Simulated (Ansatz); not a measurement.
Zn started on an Al site next to an O vacancy in corundum Al2O3, 119 atoms, charge +1

All numbers come from Ansatz (PAW, plane waves, no spin–orbit coupling) at the single k point (¼, ¼, ¼) without its symmetry partners. The atoms were relaxed with PBEsol in a fixed cell; other functionals are single points on those atoms unless said otherwise. The valence top and gap of the host come from its small cell on a dense mesh, with the band extrema sought between the mesh points, lined up by the mean potential, PBEsol gap 6.03 eV, HSE06 gap 7.99 eV. The charge correction uses an assumed dielectric constant of 10.

Cell: a = 9.548 Å, b = 9.548 Å, c = 13.014 Å, α = 90.00°, β = 90.00°, γ = 120.00°.

Nearest atoms after relaxation, from the placed atom (for vacancies from the middle of the vacant sites): O at 1.91 Å, O at 1.93 Å, O at 2.05 Å, O at 2.07 Å, O at 2.10 Å, Al at 2.66 Å, Al at 2.74 Å, Al at 2.79 Å.

Chemical potentials μ are those of reference phases of the elements at zero temperature by the same functional (the usual solids, diamond for C, grey Sn, and the molecules H2, N2, O2, F2, Cl2, Br2 and S8).

| functional | E(defect) − E(host) − Σ nμ + q·E_VBM (eV) | monopole (eV) | alignment (eV) | formation energy at E_F = VBM (eV) | moment (μB) | wall time, shared host |
| --- | --- | --- | --- | --- | --- | --- |
| PBEsol | 6.88 | 0.19 | -0.08 | 6.99 | 0 (no spin) | 9.9 s on NVIDIA GB300 (relaxation) |

Q: Estimate the formation energy and moment that HSE06 gives on these atoms.

A: 5.97 eV at E_F = VBM (5.86 eV before the monopole term 0.19 eV and the alignment -0.08 eV), moment 0 (no spin).

HSE06 one-electron levels near the gap (the ten most localised at most), from the host's valence top, not corrected for the charge's images:

| level (eV) | spin | filling | atoms sharing it | element of the atom with most weight |
| --- | --- | --- | --- | --- |
| -0.30 | both | 2.00 | 48.9 | spread |
| -0.27 | both | 2.00 | 55.2 | spread |
| -0.24 | both | 2.00 | 56.1 | spread |
| -0.20 | both | 2.00 | 46.6 | spread |
| -0.14 | both | 2.00 | 50.5 | spread |
| -0.09 | both | 2.00 | 53.6 | spread |
| -0.02 | both | 2.00 | 53.8 | spread |
| 0.12 | both | 2.00 | 7.5 | O |
| 0.44 | both | 2.00 | 9.4 | O |
| 5.21 | both | 0.00 | 10.1 | Zn |

All elements are taken at their own reference at once; growth conditions in equilibrium with the host shift these energies, by up to the host's formation enthalpy.

One k point and a cell of this size can leave errors of several tenths of an eV in such numbers.
